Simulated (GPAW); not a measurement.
Runs of GPAW 26.7.0 on Au. The cell holds a slab with vacuum, 5 atoms: a = 2.823 Å, b = 2.920 Å, c = 24.786 Å, α = 90.00°, β = 90.00°, γ = 118.91°. The slab is cut from a database's or a generator's crystal, which needn't be the stable form of the element.

| task | level | potentials or basis | cell | series job | gap on the mesh (eV) | largest force (eV/Å) | work function (eV) |
| --- | --- | --- | --- | --- | --- | --- | --- |
| single point | RPBE | the program's PAW data sets (release 1.2.1) made for this functional, pw | the (0 0 1) slab of Au, cut from the database cell, not relaxed | - | none | 0.37 | (b) |
| single point | revPBE | the program's PAW data sets (release 1.2.1) made for this functional, pw | the (0 0 1) slab of Au, cut from the database cell, not relaxed | - | none | 0.32 | (a) |
| single point | vdW-DF-cx | GPAW PAW data sets (gpaw-data 1.2.1), pw | the (0 0 1) slab of Au, cut from the database cell, not relaxed | - | none | 0.12 | 5.30 |
| single point | WC | PAW data sets generated in the run's folder for this functional, pw | the (0 0 1) slab of Au, cut from the database cell, not relaxed | - | none | 0.12 | 5.29 |

Alike in all rows: no spin polarisation; k mesh 11 × 11 × 1; cutoff (eV) 450; smearing fermi-dirac 0.05 eV.

Question: Estimate the missing entries.

Answer: (a) 5.00; (b) 4.97.

Caveats: the PAW data sets were made with another functional, which shifts forces and pressure a little (some runs).

A k mesh can miss the band edges, and the runs leave out spin-orbit coupling on Au.

A gap of «none» marks a metal or a gap under the smearing width.
